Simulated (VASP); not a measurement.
# ZrC (Fm-3m) in VASP: single point with HSE06

Aim: the single point of ZrC with HSE06.

All numbers are computed with VASP 6.6.1; they aren't measurements. Logs are shortened: lines on timing, memory, paths and dates and some standing lists are left out, and cuts for length are marked.

## 1. Starting point

Symmetry: Fm-3m, No. 225, cubic system. The conventional cell has a = 4.671 Å, b = 4.671 Å, c = 4.671 Å, α = 90.00°, β = 90.00°, γ = 90.00°. Around Zr (site symmetry m-3m) lie 6 C at 2.34 Å. C (site symmetry m-3m) is surrounded by 6 Zr at 2.34 Å.

## 2. Single point, HSE06

Contents of POSCAR:

```
ZrC
1.0
    0.0000000000      2.3355300000      2.3355300000
    2.3355300000      0.0000000000      2.3355300000
    2.3355300000      2.3355300000      0.0000000000
Zr C
1 1
Direct
    0.5000000000      0.5000000000      0.5000000000
    0.0000000000      0.0000000000      0.0000000000
```

Contents of INCAR.step1:

```
SYSTEM = ZrC
PREC     = Accurate       ! precision mode
ENCUT    = 520            ! plane-wave cutoff, eV
EDIFF    = 1E-5           ! SCF threshold, eV
ISMEAR   = 0              ! smearing method
SIGMA    = 0.1            ! smearing width, eV
LREAL    = .False.        ! projectors in reciprocal space
LASPH    = .True.         ! aspherical terms in the spheres
NELM     = 100            ! most SCF steps
ALGO     = Normal         ! electronic algorithm
ISIF     = 2              ! what is computed and relaxed
LWAVE    = .True.         ! write WAVECAR
GGA      = PE             ! functional
```

Contents of INCAR.step2:

```
SYSTEM = ZrC
PREC     = Accurate       ! precision mode
ENCUT    = 520            ! plane-wave cutoff, eV
EDIFF    = 1E-6           ! SCF threshold, eV
ISMEAR   = 0              ! smearing method
SIGMA    = 0.1            ! smearing width, eV
LREAL    = .False.        ! projectors in reciprocal space
LASPH    = .True.         ! aspherical terms in the spheres
NELM     = 100            ! most SCF steps
ALGO     = Normal         ! electronic algorithm
ISIF     = 2              ! what is computed and relaxed
LWAVE    = .False.        ! write WAVECAR
LCHARG   = .True.         ! write CHGCAR
GGA      = PE             ! functional
LHFCALC  = .True.         ! exact exchange
HFSCREEN = 0.2            ! screening, 1/A
PRECFOCK = Fast         
LELF     = .True.         ! ELF
LVHAR    = .True.       
ISTART   = 1
```

Contents of KPOINTS:

```
Automatic mesh
0
Gamma
  8 8 8
  0 0 0
```

Potentials or basis: VASP PAW PBE potentials, release 64 (Zr_sv, C).

The run is started by

```bash
> cat potpaw_PBE.64/Zr_sv/POTCAR potpaw_PBE.64/C/POTCAR > POTCAR
> cp INCAR.step1 INCAR
> mpirun -np 1 vasp_std > vasp.out
> cp INCAR.step2 INCAR
> mpirun -np 1 vasp_std > vasp.out
```

OUTCAR:

```text
SYSTEM = ZrC
   PREC = Accurate
   ENCUT = 520
   EDIFF = 1E-6
   ISMEAR = 0
   LREAL = .False.
   LASPH = .True.
   NELM = 100
   ISIF = 2
   GGA = PE
   LHFCALC = .True.
   HFSCREEN = 0.2
   PRECFOCK = Fast
   ISTART = 1

 ion  position               nearest neighbor table
   1  0.500  0.500  0.500-   2 2.34   2 2.34   2 2.34   2 2.34   2 2.34   2 2.34
   2  0.000  0.000  0.000-   1 2.34   1 2.34   1 2.34   1 2.34   1 2.34   1 2.34

  LATTYP: Found a face centered cubic cell.
 ALAT       =     4.6710600000

  Lattice vectors:

 A1 = (   0.0000000000,   2.3355300000,   2.3355300000)
 A2 = (   2.3355300000,   0.0000000000,   2.3355300000)
 A3 = (   2.3355300000,   2.3355300000,   0.0000000000)

Analysis of symmetry for initial positions (statically):
=====================================================================
 Subroutine PRICEL returns:
 Original cell was already a primitive cell.

 Routine SETGRP: Setting up the symmetry group for a
 face centered cubic supercell.

 Subroutine GETGRP returns: Found 48 space group operations
 (whereof 48 operations were pure point group operations)
 out of a pool of 48 trial point group operations.

The static configuration has the point symmetry O_h .

Analysis of symmetry for dynamics (positions and initial velocities):
=====================================================================
 Subroutine PRICEL returns:
 Original cell was already a primitive cell.

 Routine SETGRP: Setting up the symmetry group for a
 face centered cubic supercell.

 Subroutine GETGRP returns: Found 48 space group operations
 (whereof 48 operations were pure point group operations)
 out of a pool of 48 trial point group operations.

The dynamic configuration has the point symmetry O_h .

 Subroutine INISYM returns: Found 48 space group operations
 (whereof 48 operations are pure point group operations),
 and found     1 'primitive' translations

----------------------------------------------------------------------------------------

                                     Primitive cell

  volume of cell :      25.4792

  direct lattice vectors                    reciprocal lattice vectors
     0.000000000  2.335530000  2.335530000    -0.214084169  0.214084169  0.214084169
     2.335530000  0.000000000  2.335530000     0.214084169 -0.214084169  0.214084169
     2.335530000  2.335530000  0.000000000     0.214084169  0.214084169 -0.214084169

  length of vectors
     3.302938201  3.302938201  3.302938201     0.370804658  0.370804658  0.370804658

  position of ions in fractional coordinates (direct lattice)
     0.500000000  0.500000000  0.500000000
     0.000000000  0.000000000  0.000000000

  ion indices of the primitive-cell ions
   primitive index   ion index
                 1           1
                 2           2

----------------------------------------------------------------------------------------

 KPOINTS: Automatic mesh

Automatic generation of k-mesh.
 Grid dimensions read from file:
 generate k-points for:    8    8    8

 Generating k-lattice:

  Cartesian coordinates                     Fractional coordinates (reciprocal lattice)
    -0.026760521  0.026760521  0.026760521     0.125000000  0.000000000  0.000000000
     0.026760521 -0.026760521  0.026760521     0.000000000  0.125000000  0.000000000
     0.026760521  0.026760521 -0.026760521     0.000000000  0.000000000  0.125000000

  Length of vectors
     0.046350582  0.046350582  0.046350582

  Shift w.r.t. Gamma in fractional coordinates (k-lattice)
     0.000000000  0.000000000  0.000000000

 Subroutine IBZKPT returns following result:
 ===========================================

 Found     29 irreducible k-points:

 Following reciprocal coordinates:
            Coordinates               Weight
  0.000000  0.000000  0.000000      1.000000
  0.125000  0.000000  0.000000      8.000000
  0.250000  0.000000  0.000000      8.000000
  0.375000  0.000000  0.000000      8.000000
  0.500000  0.000000  0.000000      4.000000
  0.125000  0.125000  0.000000      6.000000
[... 16 lines left out ...]
  0.500000  0.250000  0.125000     48.000000
 -0.375000  0.250000  0.125000     24.000000
 [... further k-points ...]
   k-points           NKPTS =     29   k-points in BZ     NKDIM =    512   number of bands    NBANDS=     12
   number of dos      NEDOS =    301   number of ions     NIONS =      2
   total plane-waves  NPLWV =  21952
   dimension x,y,z NGX =    28 NGY =   28 NGZ =   28
   dimension x,y,z NGXF=    56 NGYF=   56 NGZF=   56
   ions per type =               1   1
   NGX,Y,Z   is equivalent  to a cutoff of  14.09, 14.09, 14.09 a.u.
   NGXF,Y,Z  is equivalent  to a cutoff of  28.19, 28.19, 28.19 a.u.
 SYSTEM =  ZrC
   PREC   = accura    normal or accurate (medium, high low for compatibility)
   ISTART =      1    job   : 0-new  1-cont  2-samecut
   ICHARG =      0    charge: 1-file 2-atom 10-const
   ISPIN  =      1    spin polarized calculation?
   LNONCOLLINEAR =      F non collinear calculations
   LSORBIT =      F    spin-orbit coupling
   LASPH  =      T    aspherical Exc in radial PAW
   ENCUT  =  520.0 eV  38.22 Ry    6.18 a.u.   6.14  6.14  6.14*2*pi/ulx,y,z
   NELM   =    100;   NELMIN=  2; NELMDL=  0     # of ELM steps
   EDIFF  = 0.1E-05   stopping-criterion for ELM
   LREAL  =      F    real-space projection
   EDIFFG = 0.1E-04   stopping-criterion for IOM
   NSW    =      0    number of steps for IOM
   IBRION =     -1    ionic relax: 0-MD 1-quasi-New 2-CG
   NFREE  =      0    steps in history (QN), initial steepest desc. (CG)
   ISIF   =      2    stress and relaxation
   ISYM   =      3    0-nonsym 1-usesym 2-fastsym
   POTIM  = 0.5000    time-step for ionic-motion
   TEBEG  =    0.0;   TEEND  =   0.0 temperature during run
   PSTRESS=    0.0 pullay stress
   NELECT =      16.0000    total number of electrons
   NUPDOWN=      -1.0000    fix difference up-down
   EMIN   =  10.00;   EMAX   =-10.00  energy-range for DOS
   EFERMI =   0.00;   METHOD = LEGACY
   ISMEAR =     0;   SIGMA  =   0.10  broadening in eV -4-tet -1-fermi 0-gaus
   EFERMI_NEDOS =   21; number of points for ismear=-14 and -15
   IALGO  =     38    algorithm
   IMIX   =      1    mixing-type and parameters
     AMIX     =   0.40;   BMIX     =  1.00
     AMIX_MAG =   1.60;   BMIX_MAG =  1.00
  volume/ion in A,a.u.               =      12.74        85.97
  Fermi-wavevector in a.u.,A,eV,Ry     =   1.401908  2.649221 26.740139  1.965345
  Thomas-Fermi vector in A             =   2.524722
   LORBIT       =      0    0 simple, 1 ext, 2 COOP (PROOUT), +10 PAW based schemes
   GGA     = PE    functional components
   LHFCALC =     T    Hartree Fock is set to
   PRECFOCK=fast      Normal, Fast or Accurate (Low or Medium for compatibility)
   ENCUT4O =  -1.0   cutoff for four orbital integrals eV
   NKREDX  =     1    reduce k-point grid by
   NKREDY  =     1    reduce k-point grid by
   NKREDZ  =     1    reduce k-point grid by
   AEXX    =    0.2500 exact exchange contribution
   HFSCREEN=    0.2000 screening length (either q_TF or 0.3 A-1)
   HFSCREENC=   0.2000 screening length for correlation (either q_TF or 0.3 A-1)
   ENCUTFOCK=  -1.0 apply spherical cutoff to Coloumb kernel
   IVDW    =     0    specifies the selected vdW correction
   LEPSILON=     F    determine dielectric tensor
   LRPA    =     F    only Hartree local field effects (RPA)
 non-spin polarized calculation
 Gauss-broadening in eV      SIGMA  =   0.10
  energy-cutoff  :      520.00
  volume of cell :       25.48
 maximum number of plane-waves:       701
 NGX is ok and might be reduce to    28
  NGX = 14; NGY = 14; NGZ = 14

 number of electron      16.0000000 magnetization

 Free energy of the ion-electron system (eV)
  ---------------------------------------------------
  ext. energy  EPLUGINS =         0.00000000
  ---------------------------------------------------
  free energy    TOTEN  =       -22.40629768 eV

  energy without entropy =      -22.40446202  energy(sigma->0) =      -22.40537985

 E-fermi :   9.5707     XC(G=0): -10.0072

 val. band max:        9.3713910815   @ k =   0.3750   0.3750   0.0000
 cond. band min:       9.5992943651   @ k =   0.1250   0.1250   0.0000
 fundamental gap:      0.2279032836
 Fermi energy:         9.5706938507

 k-point     1 :       0.0000    0.0000    0.0000
  band No.  band energies     occupation
      1     -41.9081      2.00000
      2     -18.1884      2.00000
      3     -18.1884      2.00000
      4     -18.1884      2.00000
      5      -3.3750      2.00000
      6      10.6569      0.00000
      7      10.6569      0.00000
      8      10.6569      0.00000
      9      11.3400      0.00000
     10      11.3400      0.00000
     11      11.3400      0.00000
     12      13.0775      0.00000

 k-point     2 :       0.1250    0.0000    0.0000
  band No.  band energies     occupation
      1     -41.8903      2.00000
      2     -18.3509      2.00000
      3     -18.2009      2.00000
      4     -18.2009      2.00000
      5      -2.9751      2.00000
      6       8.7981      2.00000
      7       9.1811      2.00000
      8       9.1811      2.00000
      9      11.8893      0.00000
     10      11.8893      0.00000
     11      12.3211      0.00000
     12      14.8082      0.00000

 k-point     3 :       0.2500    0.0000    0.0000
  band No.  band energies     occupation
      1     -41.8471      2.00000
      2     -18.7255      2.00000
      3     -18.2309      2.00000
      4     -18.2309      2.00000
      5      -1.9308      2.00000
      6       6.4382      2.00000
      7       7.5491      2.00000
      8       7.5491      2.00000
      9      13.0091      0.00000
     10      13.0091      0.00000
     11      13.1528      0.00000
     12      17.5586      0.00000
[... 286 lines left out ...]
 k-point    23 :       0.5000    0.2500    0.1250
  band No.  band energies     occupation
      1     -41.7795      2.00000
      2     -18.9791      2.00000
      3     -18.5180      2.00000
      4     -18.3339      2.00000
      5      -0.8941      2.00000
      6       4.8880      2.00000
      7       6.7234      2.00000
      8       7.0935      2.00000
      9      12.6312      0.00000
     10      15.3461      0.00000
     11      15.8741      0.00000
     12      17.4541      0.00000

 k-point    24 :      -0.3750    0.2500    0.1250
  band No.  band energies     occupation
      1     -41.7648      2.00000
      2     -19.0595      2.00000
      3     -18.5430      2.00000
      4     -18.3637      2.00000
      5      -0.6250      2.00000
      6       4.6269      2.00000
      7       6.5980      2.00000
      8       6.7588      2.00000
      9      13.8966      0.00000
     10      14.4110      0.00000
     11      16.0975      0.00000
     12      18.9126      0.00000

 [... further k-points ...]

------------------------ aborting loop because EDIFF is reached ----------------------------------------

  FORCE on cell =-STRESS in cart. coord.  units (eV):
  Direction    XX          YY          ZZ          XY          YZ          ZX
  --------------------------------------------------------------------------------------
  -------------------------------------------------------------------------------------
  Total        0.5128801      0.5128801      0.5128801     -0.0000000      0.0000000      0.0000000
  in kB       32.2507724     32.2507724     32.2507724     -0.0000000      0.0000000      0.0000000
  external PRESSURE =      32.2507724 kB  Pullay stress =       0.0000000 kB

 VOLUME and BASIS-vectors are now :
 -----------------------------------------------------------------------------
  energy-cutoff  :      520.00
  volume of cell :       25.48
      direct lattice vectors                 reciprocal lattice vectors
     0.000000000  2.335530000  2.335530000    -0.214084169  0.214084169  0.214084169
     2.335530000  0.000000000  2.335530000     0.214084169 -0.214084169  0.214084169
     2.335530000  2.335530000  0.000000000     0.214084169  0.214084169 -0.214084169

 POSITION                                       TOTAL-FORCE (eV/Angst)
 -----------------------------------------------------------------------------------
      2.33553      2.33553      2.33553         0.000000     -0.000000     -0.000000
      0.00000      0.00000      0.00000        -0.000000      0.000000      0.000000
 -----------------------------------------------------------------------------------
    total drift:                               -0.000000      0.000000      0.000000

  FREE ENERGIE OF THE ION-ELECTRON SYSTEM (eV)
  ---------------------------------------------------
  free  energy   TOTEN  =       -22.4062976793 eV

  energy  without entropy=      -22.4044620195  energy(sigma->0) =      -22.40537985
```

Wall time 13 min (1 thread of Intel Xeon 6975P-C (Granite Rapids), shared host); peak memory 0.28 GiB.

What came out:

* Free energy: -22.4063 eV
* Pressure: 3.2 GPa
* Band gap on the k mesh: none (metal or under the smearing width)

Caveat: the PAW data sets were made with another functional, which shifts forces and pressure a little.
